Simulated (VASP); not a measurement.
CO2: relaxation of cell and atoms with LDA

The system is CO2.

```
C O
1.0
    -1.77590    1.77590    2.95920
     1.77590   -1.77590    2.95920
     1.77590    1.77590   -2.95920
C O
2 4
Direct
  0.00000 0.00000 0.00000
  0.75000 0.25000 0.50000
  0.37500 0.33900 0.46400
  0.66100 0.12500 0.03600
  0.87500 0.91100 0.53600
  0.08900 0.62500 0.96400
```

```json
{"Program": "VASP 6.6.1", "Task": "relaxation of cell and atoms", "Functional": "LDA", "Potentials or basis": "VASP PAW LDA potentials, release 64 (C, O)", "Cutoff": "600 eV", "k mesh": "12 × 12 × 12", "Occupations": "gaussian, width 0.03 eV", "Spin": "no spin polarisation", "Further INCAR settings": "ALGO = Normal; EDIFF = 1e-06; IBRION = 2; EDIFFG = -0.01; NSW = 90; ISIF = 3"}
```

The relaxed volume is 7.41 Å³/atom. The relaxed cell is a = 4.030 Å, b = 4.030 Å, c = 4.030 Å, α = 122.43°, β = 122.43°, γ = 85.83° and the space group after relaxing (to 0.05 Å) is I-42d (No. 122). The energy gained by relaxing is 140.5 meV/atom, the ionic steps are 12 and the pressure after relaxing is -0.1 GPa. The band gap on the k mesh is 7.49 eV, indirect (least direct gap 7.96 eV).

Step by step:
```
step  energy change (eV)  largest force (eV/Å)  pressure (GPa)  volume (Å³)
   1              0.0000                1.6716           21.74        37.33
   2             -0.6515                0.7364           -1.28        42.08
   3             -0.6705                0.6032           -4.77        43.10
   4             -0.7127                0.6151            9.64        42.45
   5             -0.7272                0.2021            4.56        42.66
   6             -0.8042                0.1223            2.72        43.44
   7             -0.8369                0.0239           -0.58        44.82
   8             -0.8430                0.0518            0.36        44.44
   9             -0.8430                0.0499            0.29        44.48
  10             -0.8428                0.0558           -0.94        44.54
  11             -0.8431                0.0049           -0.21        44.50
  12             -0.8432                0.0009           -0.09        44.45
```

Final structure:
```
C O
1.0
    -1.94042    1.94042    2.95134
     1.94042   -1.94042    2.95134
     1.94042    1.94042   -2.95134
C O
2 4
Cartesian
  0.0000 0.0000 0.0000
  0.0000 1.9404 1.4757
  0.6566 0.9702 0.7378
  -0.9702 1.2838 2.2135
  1.2838 0.9702 3.6892
  2.9106 0.6566 -0.7378
```

Levels at points of the mesh, in eV from the valence-band top:
| k point | band 12 | band 13 | band 14 | band 15 | band 16 | band 17 | band 18 | band 19 | band 20 |
| --- | --- | --- | --- | --- | --- | --- | --- | --- | --- |
| (0.00, 0.00, 0.00) | -1.37 | -1.37 | -0.93 | -0.93 | -0.47 | 7.49 | 9.50 | 9.50 | 9.80 |
| (0.50, 0.00, 0.00) | -2.35 | -1.83 | -1.53 | -0.48 | 0.00 | 8.39 | 9.65 | 10.12 | 10.45 |
| (0.50, 0.50, 0.00) | -2.78 | -0.70 | -0.70 | -0.56 | -0.56 | 9.21 | 9.21 | 10.09 | 10.09 |
| (0.50, 0.50, 0.50) | -3.12 | -2.95 | -2.95 | -0.07 | -0.07 | 8.90 | 8.90 | 10.97 | 10.97 |

Run time: 4.4 min on 2 MPI ranks on AMD EPYC 9R45 96-Core Processor (Zen 5) (shared host), peak memory 0.21 GiB a rank.

Caveat: the volume moved by over 15 % at a fixed basis, so the end points are rough; the volume moved by +19 % from the deposited cell, more than functionals usually miss. A hybrid or GW would open this gap; LDA tends to underestimate it.
